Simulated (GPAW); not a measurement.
Runs of GPAW 26.7.0 on AlN. The structure is cubic, space group F-43m (No. 216). Conventional cell: a = 4.368 Å, b = 4.368 Å, c = 4.368 Å, α = 90.00°, β = 90.00°, γ = 90.00°. Al (site symmetry -43m) is surrounded by 4 N at 1.89 Å. N (site symmetry -43m) has 4 Al at 1.89 Å as nearest neighbours. Measurements of this composition are mostly on another form, of space group No. 186.

```csv
task,level,potentials or basis,k mesh,cutoff (eV),maxiter,eigensolver,band path,band points,mesh quality,gap on the mesh (eV),V0 of scaled cells (Å³/atom),B0 (GPa)
equation of state,RPBE+D3(BJ),"the program's PAW data sets (release 1.2.1) made for this functional, pw",10 × 10 × 10,800,150,-,-,-,not flagged,-,9.88,230
equation of state,BLYP+D4,"PAW data sets generated in the run's folder for this functional, pw",10 × 10 × 10,800,150,davidson,-,-,not flagged,-,10.36,207
equation of state,C09-vdW,"GPAW PAW data sets (gpaw-data 1.2.1), pw",10 × 10 × 10,800,150,-,-,-,not flagged,-,(b),198
single point,PBE0,"GPAW PAW data sets (gpaw-data 1.2.1), pw",5 × 5 × 5,600,60,-,-,-,coarse,5.89,-,-
equation of state,PBEsol+D3(BJ),"PAW data sets generated in the run's folder for this functional, pw",10 × 10 × 10,800,150,-,-,-,not flagged,-,10.38,207
band structure,OLYP,"PAW data sets generated in the run's folder for this functional, pw",10 × 10 × 10,800,150,davidson,"GXWKGLUWLK,UX",100,not flagged,3.45,-,-
equation of state,AM05,"PAW data sets generated in the run's folder for this functional, pw",10 × 10 × 10,800,150,-,-,-,not flagged,-,(a),198
```

Alike in all rows: no spin polarisation; cell as given; smearing fermi-dirac 0.05 eV.

Task: Estimate the missing entries.

Result: (a) 10.57; (b) 10.65.

Caveats: some runs use coarse meshes; the PAW data sets were made with another functional, which shifts forces and pressure a little (some runs); an odd mesh through Γ misses points on the zone boundary, where band edges often lie (some runs).

Runs at the PBE level aren't shown here.
